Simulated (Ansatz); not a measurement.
# C (Fd-3m) in Ansatz: notebook

Runs on C. Level: PBEsol. Tasks: relaxation of cell and atoms.

Program: Ansatz 0.2.0. These are calculated values, not measurements. Logs are shortened: lines on timing, memory, paths and dates and some standing lists are left out, and cuts for length are marked.

### 1 The structure

Symmetry: Fd-3m, No. 227, cubic system. Conventional cell: a = 3.567 Å, b = 3.567 Å, c = 3.567 Å, α = 90.00°, β = 90.00°, γ = 90.00°. C (site symmetry -43m) is surrounded by 4 C at 1.54 Å.

This isn't the form of C at room conditions, which is graphite.

### 2 Relaxation of cell and atoms, PBEsol, target pressure 20 GPa, at which the enthalpy is minimised

File input.yaml:

```yaml
crystal:
  lattice:
    - [0.0, 1.78337, 1.78337]
    - [1.78337, 0.0, 1.78337]
    - [1.78337, 1.78337, 0.0]
  atoms:
    - { symbol: C, position: [0.75, 0.75, 0.75] }
    - { symbol: C, position: [0.5, 0.5, 0.5] }
hamiltonian:
  xc: pbesol
  pseudopotentials: { kind: paw }
kpoints:
  mp_grid: { grid: [13, 13, 13] }
scf:
  occupations: { method: fermi_dirac, width: 0.05 }
output:
  forces: true
  stress: true
  eigenvalues: true
relax:
  f_tol: 0.01
  max_steps: 40
  cell: { stress_tol: 0.05, p_target: 20.0 }
```

Potentials or basis: Ansatz PAW.

Launch:

```bash
ansatz run input.yaml --threads 2 --pin off --max-ram 5632MiB --backend cpu --events-out ev --progress --plain --runs-dir out
```

The log of the run:

```text
Warning: RAYON_NUM_THREADS=2 ignored (pool sized by the plan → 2); use --threads N
Engine: ansatz 0.2.0, x86_64-unknown-linux-gnu
Pseudopotentials: kind: paw
Pseudopotential: C, paw, valence charge 4, recommended cutoff 420 eV (normal), C.paw.azcp
Functional definition: PBEsol
  exchange = pbesol_x
  correlation = pbesol_c
Crystal: 2 atoms, lattice volume = 11.344 Å³
Basis set: ecut = 420 eV, 229 PW (Γ), exchange–correlation on 36×36×36 points (8 copies of the dense FFT grid, shifted against one another)
Bands: 8, of which v1, the nominal top of the filled ones, is band 4 counted from 1 (3 counted from 0)
Symmetry: 48 space group operations
Space group: Fd-3m (ITA 227), of the structure as read, at distance tolerance 2.2e-5 Å
k-points: 84 of 2197
Non-local potential: C, projectors of the file, l = 0: 2, l = 1: 2, l = 2: 1
PAW form: soft (Blöchl's): semilocal exchange-correlation on the pseudo side does not see the compensation charge
PAW frozen core: C, regenerated for the run's functional, and the local potential with it (the file was generated under x = pbe(κ = 0.804, μ = 0.2195149727645171), c = pbe(β = 0.06672455060314922))
PAW one-centre angular grid: C, 110 points (default); XC on 64 Gauss nodes
Initial density: superposition of atomic densities (neutral atoms: chi_scale 0, normalization atom), corrected by the library's trained network
Initial wavefunctions: pseudopotential atomic-orbital guess
Functional: x = pbesol(κ = 0.804, μ = 0.12345679012345678), c = pbesol(β = 0.046)
SCF iter   1: F=—  HF=-493.334770 eV  |F-HF|=—  |Δ(HF+E_count)|=         —  Δρ=5.31e-3  dr2=2.63e-3  ethr=1.77e-3  ⟨swp⟩=4.6  Hψ=4317  notcnv=0
preconditioner: auto → none  [insulator: Δε(μ)=3.992 eV  Ē_g=19.580 eV  σ=0.050 eV  W_gap=1.00  n_scr=0 (ndim 8)  ℏωp=31.2 eV  f_vac=0.000  D(μ)=0.00/eV (n_scr^D=0)  ε∞_Penn≈3.5]
SCF iter   2: F=—  HF=-493.334124 eV  |F-HF|=—  |Δ(HF+E_count)|=   6.46e-4  Δρ=2.14e-3  dr2=4.25e-4  ethr=3.29e-5  ⟨swp⟩=1.0  Hψ=1352  notcnv=0
SCF iter   3: F=—  HF=-493.334048 eV  |F-HF|=—  |Δ(HF+E_count)|=   7.56e-5  Δρ=2.01e-4  dr2=2.12e-6  ethr=5.31e-6  ⟨swp⟩=2.0  Hψ=1008  notcnv=0
SCF iter   4: F=—  HF=-493.334050 eV  |F-HF|=—  |Δ(HF+E_count)|=   1.78e-6  Δρ=2.91e-5  dr2=5.87e-8  ethr=2.65e-8  ⟨swp⟩=2.0  Hψ=1008  notcnv=0
iter 5 did not close the SCF: its close was put off for the readings that it lacked (scf_convergence_deferred on its scf_iter line)
SCF iter   5: F=-493.334050 eV  HF=-493.334050 eV  |F-HF|=7.88e-11  |Δ(HF+E_count)|=   2.19e-8  Δρ=3.74e-6  dr2=5.09e-10  ethr=7.33e-10  ⟨swp⟩=2.0  Hψ=1012  notcnv=0
SCF iter   6: F=-493.334050 eV  HF=-493.334050 eV  |F-HF|=2.27e-13  |Δ(HF+E_count)|=  2.68e-11  Δρ=3.75e-8  dr2=3.65e-14  ethr=6.36e-12  ⟨swp⟩=1.0  Hψ=1959  notcnv=0
SCF 1 converged in 6 iterations: F = -493.334050 eV  dr2 = 3.65e-14
relax step   1: F+E_penalty+E_count = -493.33404969 eV  Δ(F+E_penalty+E_count) = +0.000e0 eV  max|allowed force component| = 9.368e-17 eV/Å  Δτ_max = 0.0000 Å  P = -4.806 GPa  Ω = 11.344 Å³  (6 SCF iters, dr2 threshold 1.00e-7 eV, accepted)
Crystal: 2 atoms, lattice volume = 10.962 Å³
Basis set: ecut = 420 eV, 181 PW (Γ), exchange–correlation on 36×36×36 points (8 copies of the dense FFT grid, shifted against one another)
Initial density: handed on by an earlier stage of this run
Initial wavefunctions: those handed on with the density
iter 1 solved again at ethr=9.79e-5 eV; its pass at ethr=3.10e-3 eV (dr2=7.83e-3 eV) is discarded
SCF iter   1: F=—  HF=-493.332237 eV  |F-HF|=—  |Δ(HF+E_count)|=         —  Δρ=9.14e-3  dr2=7.70e-3  ethr=9.79e-5  ⟨swp⟩=1.0  Hψ=5040  notcnv=0
preconditioner: auto → none  [insulator: Δε(μ)=4.145 eV  Ē_g=20.085 eV  σ=0.050 eV  W_gap=1.00  n_scr=0 (ndim 8)  ℏωp=31.7 eV  f_vac=0.000  D(μ)=0.00/eV (n_scr^D=0)  ε∞_Penn≈3.5]
SCF iter   2: F=—  HF=-493.329729 eV  |F-HF|=—  |Δ(HF+E_count)|=   2.51e-3  Δρ=3.63e-3  dr2=1.27e-3  ethr=9.63e-5  ⟨swp⟩=2.7  Hψ=1120  notcnv=0
SCF iter   3: F=—  HF=-493.329323 eV  |F-HF|=—  |Δ(HF+E_count)|=   4.05e-4  Δρ=2.48e-4  dr2=2.57e-6  ethr=1.58e-5  ⟨swp⟩=2.2  Hψ=1013  notcnv=0
SCF iter   4: F=—  HF=-493.329326 eV  |F-HF|=—  |Δ(HF+E_count)|=   2.72e-6  Δρ=1.13e-5  dr2=6.04e-9  ethr=3.21e-8  ⟨swp⟩=2.2  Hψ=1023  notcnv=0
iter 5 did not close the SCF: its close was put off for the readings that it lacked (scf_convergence_deferred on its scf_iter line)
SCF iter   5: F=-493.329326 eV  HF=-493.329326 eV  |F-HF|=3.41e-11  |Δ(HF+E_count)|=  7.58e-10  Δρ=1.27e-6  dr2=4.13e-11  ethr=7.54e-11  ⟨swp⟩=1.0  Hψ=674  notcnv=0
SCF iter   6: F=-493.329326 eV  HF=-493.329326 eV  |F-HF|=5.68e-14  |Δ(HF+E_count)|=  3.87e-11  Δρ=5.44e-8  dr2=6.72e-14  ethr=1.00e-12  ⟨swp⟩=1.3  Hψ=2188  notcnv=0
SCF 2 converged in 6 iterations: F = -493.329326 eV  dr2 = 6.72e-14
relax step   2: F+E_penalty+E_count = -493.32932578 eV  Δ(F+E_penalty+E_count) = +4.724e-3 eV  max|allowed force component| = 1.665e-16 eV/Å  Δτ_max = 0.0000 Å  P = +11.296 GPa  Ω = 10.962 Å³  energy of the carried Pulay correction = +2.520e-3 eV  (6 SCF iters, dr2 threshold 2.00e-7 eV, accepted)
Crystal: 2 atoms, lattice volume = 10.766 Å³
iter 1 solved again at ethr=2.85e-5 eV; its pass at ethr=3.10e-3 eV (dr2=2.28e-3 eV) is discarded
SCF iter   1: F=—  HF=-493.312095 eV  |F-HF|=—  |Δ(HF+E_count)|=         —  Δρ=4.99e-3  dr2=2.23e-3  ethr=2.85e-5  ⟨swp⟩=1.0  Hψ=5026  notcnv=0
preconditioner: auto → none  [insulator: Δε(μ)=4.163 eV  Ē_g=20.355 eV  σ=0.050 eV  W_gap=1.00  n_scr=0 (ndim 8)  ℏωp=32.0 eV  f_vac=0.000  D(μ)=0.00/eV (n_scr^D=0)  ε∞_Penn≈3.5]
SCF iter   2: F=—  HF=-493.311340 eV  |F-HF|=—  |Δ(HF+E_count)|=   7.55e-4  Δρ=1.73e-3  dr2=2.79e-4  ethr=2.79e-5  ⟨swp⟩=2.0  Hψ=983  notcnv=0
SCF iter   3: F=—  HF=-493.311255 eV  |F-HF|=—  |Δ(HF+E_count)|=   8.55e-5  Δρ=1.31e-4  dr2=6.73e-7  ethr=3.48e-6  ⟨swp⟩=2.1  Hψ=1014  notcnv=0
SCF iter   4: F=—  HF=-493.311256 eV  |F-HF|=—  |Δ(HF+E_count)|=   9.14e-7  Δρ=4.36e-6  dr2=7.50e-10  ethr=2.50e-9  ⟨swp⟩=5.5  Hψ=3406  notcnv=0
SCF iter   5: F=-493.311256 eV  HF=-493.311256 eV  |F-HF|=9.78e-12  |Δ(HF+E_count)|=  5.47e-10  Δρ=5.03e-7  dr2=6.72e-12  ethr=9.38e-12  ⟨swp⟩=1.0  Hψ=2049  notcnv=0
SCF 3 converged in 5 iterations: F = -493.311256 eV  dr2 = 6.72e-12
relax step   3: F+E_penalty+E_count = -493.31125563 eV  Δ(F+E_penalty+E_count) = +1.807e-2 eV  max|allowed force component| = 2.961e-16 eV/Å  Δτ_max = 0.0000 Å  P = +20.564 GPa  Ω = 10.766 Å³  energy of the carried Pulay correction = +3.847e-3 eV  (5 SCF iters, dr2 threshold 2.00e-7 eV, accepted)
Crystal: 2 atoms, lattice volume = 10.778 Å³
iter 1 solved again at ethr=1.06e-7 eV; its pass at ethr=3.10e-3 eV (dr2=8.51e-6 eV) is discarded
SCF iter   1: F=—  HF=-493.312662 eV  |F-HF|=—  |Δ(HF+E_count)|=         —  Δρ=3.04e-4  dr2=8.34e-6  ethr=1.06e-7  ⟨swp⟩=1.0  Hψ=4705  notcnv=0
preconditioner: auto → none  [insulator: Δε(μ)=4.131 eV  Ē_g=20.338 eV  σ=0.050 eV  W_gap=1.00  n_scr=0 (ndim 8)  ℏωp=32.0 eV  f_vac=0.000  D(μ)=0.00/eV (n_scr^D=0)  ε∞_Penn≈3.5]
SCF iter   2: F=—  HF=-493.312659 eV  |F-HF|=—  |Δ(HF+E_count)|=   2.60e-6  Δρ=1.06e-4  dr2=1.05e-6  ethr=1.04e-7  ⟨swp⟩=2.0  Hψ=981  notcnv=0
SCF iter   3: F=-493.312659 eV  HF=-493.312659 eV  |F-HF|=2.45e-9  |Δ(HF+E_count)|=   3.18e-7  Δρ=8.03e-6  dr2=2.52e-9  ethr=2.50e-9  ⟨swp⟩=5.0  Hψ=3362  notcnv=0
SCF 4 converged in 3 iterations: F = -493.312659 eV  dr2 = 2.52e-9
relax step   4: F+E_penalty+E_count = -493.31265890 eV  Δ(F+E_penalty+E_count) = -1.403e-3 eV  max|allowed force component| = 5.551e-17 eV/Å  Δτ_max = 0.0000 Å  P = +19.988 GPa  Ω = 10.778 Å³  energy of the carried Pulay correction = +3.767e-3 eV  (3 SCF iters, dr2 threshold 2.00e-7 eV, accepted)
Initial wavefunctions: pseudopotential atomic-orbital guess (no wavefunctions were taken with the density)
iter 1 solved again at ethr=5.47e-8 eV; its pass at ethr=3.10e-3 eV (dr2=4.38e-6 eV) is discarded
SCF iter   1: F=—  HF=-493.309811 eV  |F-HF|=—  |Δ(HF+E_count)|=         —  Δρ=3.82e-4  dr2=2.16e-6  ethr=5.47e-8  ⟨swp⟩=2.5  Hψ=6232  notcnv=0
preconditioner: auto → none  [insulator: Δε(μ)=4.131 eV  Ē_g=20.339 eV  σ=0.050 eV  W_gap=1.00  n_scr=0 (ndim 8)  ℏωp=32.0 eV  f_vac=0.000  D(μ)=0.00/eV (n_scr^D=0)  ε∞_Penn≈3.5]
SCF iter   2: F=—  HF=-493.309813 eV  |F-HF|=—  |Δ(HF+E_count)|=   2.17e-6  Δρ=1.89e-4  dr2=4.82e-7  ethr=2.70e-8  ⟨swp⟩=1.0  Hψ=672  notcnv=0
SCF iter   3: F=—  HF=-493.309813 eV  |F-HF|=—  |Δ(HF+E_count)|=   8.22e-7  Δρ=9.61e-6  dr2=1.18e-9  ethr=6.02e-9  ⟨swp⟩=2.0  Hψ=1008  notcnv=0
SCF iter   4: F=-493.309813 eV  HF=-493.309813 eV  |F-HF|=1.39e-11  |Δ(HF+E_count)|=   2.36e-9  Δρ=8.31e-7  dr2=1.92e-11  ethr=1.00e-12  ⟨swp⟩=3.6  Hψ=2767  notcnv=0
SCF 5 converged in 4 iterations: F = -493.309813 eV  dr2 = 1.92e-11
relax step   5: F+E_penalty+E_count = -493.30981349 eV  Δ(F+E_penalty+E_count) = +2.845e-3 eV  max|allowed force component| = 7.055e-17 eV/Å  Δτ_max = 0.0000 Å  P = +19.505 GPa  Ω = 10.778 Å³  stress off target by 4.95e-1 GPa  SCF on the basis re-selected at this cell (its energy is not comparable with the rows above)  (4 SCF iters)
basis re-selected at this cell: Δ(F+E_penalty+E_count) = +2.845e-3 eV, ΔP = -0.483 GPa vs the last step (what re-selecting the basis moved, of the pressure what is left beyond the Pulay correction that the steps carried, after the strain that the cell walked since its last selection, with what the two solves' SCF thresholds leave and, on support functions, any second-order correction that the steps lacked; it is no measure of the basis error at this ecutwfc). This SCF's stress stands 4.95e-1 GPa from its target on what of the cell is left free (relax.cell.stress_tol is 5.00e-2 GPa) and its largest allowed force component is 7.05e-17 eV/Å (relax.f_tol is 1.00e-2 eV/Å): not within both, so this SCF does not close the relaxation
Crystal: 2 atoms, lattice volume = 10.768 Å³
iter 1 solved again at ethr=7.86e-8 eV; its pass at ethr=3.10e-3 eV (dr2=6.29e-6 eV) is discarded
SCF iter   1: F=—  HF=-493.308638 eV  |F-HF|=—  |Δ(HF+E_count)|=         —  Δρ=2.62e-4  dr2=6.16e-6  ethr=7.86e-8  ⟨swp⟩=1.0  Hψ=4702  notcnv=0
preconditioner: auto → none  [insulator: Δε(μ)=4.135 eV  Ē_g=20.353 eV  σ=0.050 eV  W_gap=1.00  n_scr=0 (ndim 8)  ℏωp=32.0 eV  f_vac=0.000  D(μ)=0.00/eV (n_scr^D=0)  ε∞_Penn≈3.5]
SCF iter   2: F=—  HF=-493.308636 eV  |F-HF|=—  |Δ(HF+E_count)|=   1.88e-6  Δρ=9.08e-5  dr2=7.71e-7  ethr=7.70e-8  ⟨swp⟩=2.0  Hψ=981  notcnv=0
SCF iter   3: F=-493.308636 eV  HF=-493.308636 eV  |F-HF|=1.85e-9  |Δ(HF+E_count)|=   2.34e-7  Δρ=6.87e-6  dr2=1.83e-9  ethr=2.50e-9  ⟨swp⟩=5.0  Hψ=3360  notcnv=0
SCF 6 converged in 3 iterations: F = -493.308636 eV  dr2 = 1.83e-9
relax step   6: F+E_penalty+E_count = -493.30863618 eV  Δ(F+E_penalty+E_count) = +1.177e-3 eV  max|allowed force component| = 2.035e-16 eV/Å  Δτ_max = 0.0000 Å  P = +19.998 GPa  Ω = 10.768 Å³  energy of the carried Pulay correction = +6.470e-5 eV  (3 SCF iters, dr2 threshold 2.00e-7 eV, accepted)
iter 1 solved again at ethr=1.84e-8 eV; its pass at ethr=3.10e-3 eV (dr2=1.47e-6 eV) is discarded
SCF iter   1: F=—  HF=-493.308618 eV  |F-HF|=—  |Δ(HF+E_count)|=         —  Δρ=7.64e-6  dr2=2.11e-9  ethr=1.84e-8  ⟨swp⟩=3.2  Hψ=6441  notcnv=0
preconditioner: auto → none  [insulator: Δε(μ)=4.133 eV  Ē_g=20.353 eV  σ=0.050 eV  W_gap=1.00  n_scr=0 (ndim 8)  ℏωp=32.0 eV  f_vac=0.000  D(μ)=0.00/eV (n_scr^D=0)  ε∞_Penn≈3.5]
SCF iter   2: F=—  HF=-493.308618 eV  |F-HF|=—  |Δ(HF+E_count)|=   1.87e-7  Δρ=3.74e-6  dr2=5.33e-10  ethr=2.63e-11  ⟨swp⟩=1.7  Hψ=794  notcnv=0
SCF iter   3: F=-493.308618 eV  HF=-493.308618 eV  |F-HF|=4.55e-13  |Δ(HF+E_count)|=  4.97e-10  Δρ=1.37e-7  dr2=4.86e-13  ethr=1.00e-12  ⟨swp⟩=3.7  Hψ=2798  notcnv=0
SCF 7 converged in 3 iterations: F = -493.308618 eV  dr2 = 4.86e-13
relax step   7: F+E_penalty+E_count = -493.30861771 eV  Δ(F+E_penalty+E_count) = +1.847e-5 eV  max|allowed force component| = 1.550e-16 eV/Å  Δτ_max = 0.0000 Å  P = +19.994 GPa  Ω = 10.768 Å³  stress off target by 5.99e-3 GPa  SCF on the basis re-selected at this cell (its energy is not comparable with the rows above)  (3 SCF iters)
basis re-selected at this cell: Δ(F+E_penalty+E_count) = +1.847e-5 eV, ΔP = -0.004 GPa vs the last step (what re-selecting the basis moved, of the pressure what is left beyond the Pulay correction that the steps carried, after the strain that the cell walked since its last selection, with what the two solves' SCF thresholds leave and, on support functions, any second-order correction that the steps lacked; it is no measure of the basis error at this ecutwfc). This SCF's stress stands 5.99e-3 GPa from its target on what of the cell is left free (relax.cell.stress_tol is 5.00e-2 GPa) and its largest allowed force component is 1.55e-16 eV/Å (relax.f_tol is 1.00e-2 eV/Å): within both
SCF converged after 3 iterations
Free energy (F): -493.308618 eV
Harris-Foulkes:  -493.308618 eV  (|F-HF|=4.55e-13)
Internal energy: -493.308618 eV  (E = F + TS)
E sigma→0 (E₀):  -493.308618 eV
Fermi energy:    16.296323 eV
--- Per-component energies (eV) ---
  E_band       = 39.332714
  E_kinetic    = 187.609734
  E_local      = -117.896633  (includes V_loc(G=0)·N_el)
  E_nonlocal   = 54.065732
  E_hartree    = 25.606109
  E_xc         = -97.684918
  E_vxc        = -121.690342  (∫ρ·V_xc dr)
  E_paw        = -190.992943  (= ΣΔE_a)
  E_vpaw       = -13.968010  (= ΣTr[D̂ρ^β])
  E_aug_tail   = 0.000015  (compensation charges beyond the density's cutoff)
  E_ewald      = -354.057915
  E_core_change = 0.042201  (= ΣΔE_core)
  E_smearing   = -0.000000  (= −TS)
  E_closure    = -0.000000  (closes the sum)
  Σ components = -493.308618   (vs F -493.308618, Δ=0.00e0)
--- Forces (eV/Å), atoms counted from 1 ---
  atom   1  C      0.00000000     0.00000000     0.00000000
  atom   2  C     -0.00000000    -0.00000000    -0.00000000
  max |Σ_I F_I| component: 5.09e-17 eV/Å
--- Stress (GPa, compression-positive) ---
       19.994008      -0.000000       0.000000
       -0.000000      19.994008      -0.000000
        0.000000      -0.000000      19.994008
  P = ⅓ Tr σ = 19.9940 GPa (199.940 kbar)
--- Band table (eV; the first three rows and the last of 84) ---
  k-point 0: bands = ["-7.9855", "14.2500", "14.2500", "14.2500", "19.9353", "19.9353", "19.9353", "28.7619"]
  k-point 1: bands = ["-7.8155", "13.1293", "13.9512", "13.9512", "20.3239", "20.3239", "20.6204", "28.8597"]
  k-point 2: bands = ["-7.3067", "10.7612", "13.2820", "13.2820", "21.1957", "21.1957", "21.7641", "29.1352"]
  k-point 83: bands = ["1.1510", "2.6560", "5.0453", "6.0721", "24.4750", "24.7125", "26.9913", "28.2299"]
--- Relaxed structure (5 steps of the walk, 5 accepted, 2 SCFs on fresh bases) ---
  F+E_penalty+E_count = -493.30861771 eV   max|allowed force component| = 1.550e-16 eV/Å   (the final SCF, on the basis selected at the relaxed cell)
  cell:  # Å, volume = 10.7677 Å³
    - [1.3693812338406897e-34, 1.752662007940435, 1.752662007940435]
    - [1.752662007940435, -4.58583482960603e-34, 1.752662007940435]
    - [1.752662007940435, 1.752662007940435, 8.216287403044138e-34]
  atoms:
    - { symbol: C, position: [0.75, 0.75, 0.75] }
    - { symbol: C, position: [0.5, 0.5, 0.5] }
```

Wall time 1.9 s (2 threads of Intel Xeon Platinum 8488C (Sapphire Rapids), shared host); peak memory 0.3 GiB.

Results:

* Free energy: -493.3086 eV
* Relaxed volume: 5.38 Å³/atom
* Relaxed cell: a = 2.479 Å, b = 2.479 Å, c = 2.479 Å, α = 60.00°, β = 60.00°, γ = 60.00°
* Space group after relaxing (to 0.05 Å): Fd-3m (No. 227)
* Energy change on relaxing (the enthalpy is what falls): +12.7 meV/atom
* Ionic steps: 7
* Pressure after relaxing: 20.0 GPa
* Band gap on the k mesh: 4.13 eV, indirect (least direct gap 5.69 eV)

The path:
```csv
step,energy change (eV),largest force (eV/Å),volume (Å³)
1,0.0000,0.0000,11.34
2,0.0047,0.0000,10.96
3,0.0228,0.0000,10.77
4,0.0214,0.0000,10.78
5,0.0242,0.0000,10.78
6,0.0254,0.0000,10.77
7,0.0254,0.0000,10.77
```

Final structure:
```xyz
2
Lattice="0.0000 1.7527 1.7527 1.7527 0.0000 1.7527 1.7527 1.7527 0.0000" Properties=species:S:1:pos:R:3 pbc="T T T"
C     2.6290    2.6290    2.6290
C     1.7527    1.7527    1.7527
```

Levels at points of the mesh, in eV from the valence-band top:
```
           k point  band 1  band 2  band 3  band 4  band 5  band 6  band 7  band 8
(0.00, 0.00, 0.00)  -22.24    0.00    0.00    0.00    5.69    5.69    5.69   14.51
```

Caveat: odd divisions of the mesh miss points on the zone boundary, where band edges often lie, so the gap on the mesh can be too wide; the plane-wave basis is chosen anew once the cell has moved, so the energies of steps on either side of that aren't comparable; the pressure holds a Pulay correction of +1.0 GPa for the finite cutoff; the PAW data sets come from PBE, with cores solved anew for the run's functional, which leaves a small shift of forces and pressure.

### 3 Relaxation of cell and atoms, PBEsol, target pressure 30 GPa, at which the enthalpy is minimised

Edit input.yaml of step 2 so:

```diff
@@ -19,2 +19,6 @@
   eigenvalues: true
+  write_density: true
+  write_potential: true
+  elf: true
+  volumetric_format: npy
 relax:
@@ -22,2 +26,2 @@
   max_steps: 40
-  cell: { stress_tol: 0.05, p_target: 20.0 }
+  cell: { stress_tol: 0.05, p_target: 30.0 }
```

Potentials or basis: Ansatz PAW.

Launch:

```bash
ansatz run input.yaml --threads 2 --pin off --max-ram 5632MiB --backend cpu --events-out ev --progress --plain --runs-dir out
```

Wall time 2.1 s (2 threads of Intel Xeon Platinum 8488C (Sapphire Rapids), shared host); peak memory 0.31 GiB.

The run converged. Its results:

```
Free energy                                            : -493.2777 eV
Relaxed volume                                         : 5.28 Å³/atom
Relaxed cell                                           : a = 2.463 Å, b = 2.463 Å, c = 2.463 Å, α = 60.00°, β = 60.00°, γ = 60.00°
Space group after relaxing (to 0.05 Å)                 : Fd-3m (No. 227)
Energy change on relaxing (the enthalpy is what falls) : +28.2 meV/atom
Ionic steps                                            : 7
Pressure after relaxing                                : 30.0 GPa
Band gap on the k mesh                                 : 4.18 eV, indirect (least direct gap 5.74 eV)
```

Step by step:
```tsv
step	energy change (eV)	largest force (eV/Å)	volume (Å³)
1	0.0000	0.0000	11.34
2	0.0177	0.0000	10.81
3	0.0541	0.0000	10.56
4	0.0505	0.0000	10.58
5	0.0540	0.0000	10.58
6	0.0562	0.0000	10.57
7	0.0563	0.0000	10.57
```

Final structure:
```yaml
crystal:
  lattice:
    - [0.00000, 1.74185, 1.74185]
    - [1.74185, 0.00000, 1.74185]
    - [1.74185, 1.74185, 0.00000]
  atoms:
    - { symbol: C, position: [0.75000, 0.75000, 0.75000] }
    - { symbol: C, position: [0.50000, 0.50000, 0.50000] }
```

Levels at points of the mesh, in eV from the valence-band top:
```
           k point  band 1  band 2  band 3  band 4  band 5  band 6  band 7  band 8
(0.00, 0.00, 0.00)  -22.49    0.00    0.00    0.00    5.74    5.74    5.74   14.95
```

Caveat: odd divisions of the mesh miss points on the zone boundary, where band edges often lie, so the gap on the mesh can be too wide; the plane-wave basis is chosen anew once the cell has moved, so the energies of steps on either side of that aren't comparable; the pressure holds a Pulay correction of +1.0 GPa for the finite cutoff; the PAW data sets come from PBE, with cores solved anew for the run's functional, which leaves a small shift of forces and pressure.
